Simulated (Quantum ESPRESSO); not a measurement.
The system is AlAu.

```
Au Al
1.0
     3.22394    0.00000    0.00000
     0.00000    3.22394    0.00000
     0.00000    0.00000    3.22394
Au Al
1 1
Direct
  0.50000 0.50000 0.50000
  0.00000 0.00000 0.00000
```

The cell comes from a database or a generator and needn't be the stable form of this composition.

```yaml
Program: Quantum ESPRESSO 7.5
Task: single point
Functional: PBEsol
Potentials_or_basis: GBRV 1.5 PBEsol
Cutoff: 612 eV
Density_cutoff: 4898 eV
k_mesh: 8 × 8 × 8
Occupations: fermi-dirac, width 0.05 eV
Spin: no spin polarisation
```

On this cell: pressure -5.3 GPa; largest force zero by symmetry; band gap on the k mesh none (metal or under the smearing width).

The same run follows on a disturbed copy (atoms moved at random, drawn with an rms of 0.05 Å):

```
Au Al
1.0
     3.22394    0.00000    0.00000
     0.00000    3.22394    0.00000
     0.00000    0.00000    3.22394
Au Al
1 1
Cartesian
  1.5868 1.6023 1.5931
  -0.0185 0.0283 0.0317
```

Task: What changes?

Result: The energy (extrapolated to zero smearing) moves by +1.4 meV/atom; pressure -5.2 GPa; largest force 0.090 eV/Å; band gap on the k mesh none (metal or under the smearing width).

Forces in eV/Å, atoms in the order of the input:
```
Au   0.010  0.054  0.071
Al  -0.010 -0.054 -0.071
```

Stress tensor (GPa, compression positive):
```
-5.16  0.02  0.02
 0.02 -5.20  0.12
 0.02  0.12 -5.23
```
